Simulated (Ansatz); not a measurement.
Program: Ansatz. Geometries: PBE0-D4/def2-TZVP. ΔE: electronic, gas phase. CBS: MP2 limit from def2 TZ/QZ plus the TZ coupled-cluster correction, frozen cores. Each species was taken in one conformer, which may not be the lowest.

Consider the isomerisation: `C=C(CC)C(=O)O` → `C=C(C)C(=O)OC`.

```csv
species,CCSD/CBS(def2) energy (Eh)
`C=C(CC)C(=O)O`,-345.36971
`C=C(C)C(=O)OC`,-345.35279
```

(1) Work out ΔE.

Largest T1 diagnostic among the species: 0.014.

Results:

(1) ΔE = (-345.35279) − (-345.36971) = 0.01692 Eh = +10.6 kcal/mol. CCSD(T)/CBS gives +10.6 kcal/mol.

In def2-TZVPP, CCSD(T) changes the Hartree–Fock value by +1.8 kcal/mol (the triples alone add −0.0 kcal/mol) and MP2 by +2.9 kcal/mol.
